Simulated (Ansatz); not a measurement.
**Pressure against volume in K**

The cell was found from a structure generator's guess, not taken from experiment.

Theory: DFT PBE, scalar-relativistic, plane waves, PAW in Ansatz 0.2.0. Plane waves to 420 eV, a 6×6×10 mesh through Γ for the 3-atom cell and 0.10 eV Gaussian smearing; no spin polarisation.

```
CELL_PARAMETERS angstrom
7.55221 0.00000 0.00000
-3.77611 6.54041 0.00000
0.00000 0.00000 4.51699
ATOMIC_POSITIONS crystal
K 0.00000 0.00000 0.50000
K 0.33333 0.66667 0.00000
K 0.66667 0.33333 0.00000
```

The cell was set to several volumes, with shape and atoms relaxed at each where symmetry leaves them free. Pressure is positive in compression, and energies count from the lowest row. No row has a gap on its mesh.

| row | V (Å³/atom) | P (GPa) | ΔE (meV/atom) |
| --- | --- | --- | --- |
| 1 | 65.447 | 0.56 | 13.8 |
| 2 | 67.678 | 0.39 | 7.2 |
| 3 | 69.909 | ? | ? |
| 4 | 72.140 | 0.11 | 0.6 |
| 5 | 74.372 | 0.00 | 0.0 |
| 6 | 76.603 | -0.10 | 0.8 |
| 7 | 78.834 | -0.19 | 2.9 |
| 8 | 81.809 | -0.28 | 7.3 |

Question: Find B = −V·ΔP/ΔV from rows 4 and 6 and from rows 1 and 2, and from the two its slope B′ and its value B0 at zero pressure.

Answer: Rows 4 and 6 give −(72.140 + 76.603)/2 × (-0.10 − (0.11))/(76.603 − 72.140) = 3.5 GPa at a mean pressure of 0.00 GPa. Rows 1 and 2 give −(65.447 + 67.678)/2 × (0.39 − (0.56))/(67.678 − 65.447) = 5.1 GPa at a mean pressure of 0.48 GPa. So B′ = (5.1 − 3.5)/(0.48 − (0.00)) = 3.33 and B0 = 3.5 − 3.33 × (0.00) = 3.5 GPa. A third-order Birch–Murnaghan fit to all the energies gives B0 = 3.5 GPa and B′ = 3.8.

Question: Estimate the pressure and energy of row 3.

Answer: From row 5, V0 = 74.372 × (1 + (0.00)/3.5) = 74.372 Å³/atom. Murnaghan's form P = (B0/B′)·[(V0/V)^B′ − 1] gives (3.5/3.33) × [(74.372/69.909)^3.33 − 1] = 0.24 GPa; the computed pressure is 0.24 GPa, so the estimate is off by 0.00 GPa. The work of compression from row 4, with the mean of the two pressures, gives ΔE = 0.6 + (0.24 + 0.11)/2 × (72.140 − 69.909)/160.2 × 1000 = 3.0 meV/atom (1 eV/Å³ = 160.2 GPa); the computed value is 3.0 meV/atom.

All volumes keep the k mesh of the relaxed cell. Symmetry constrained the relaxation, so the result can be a saddle point.
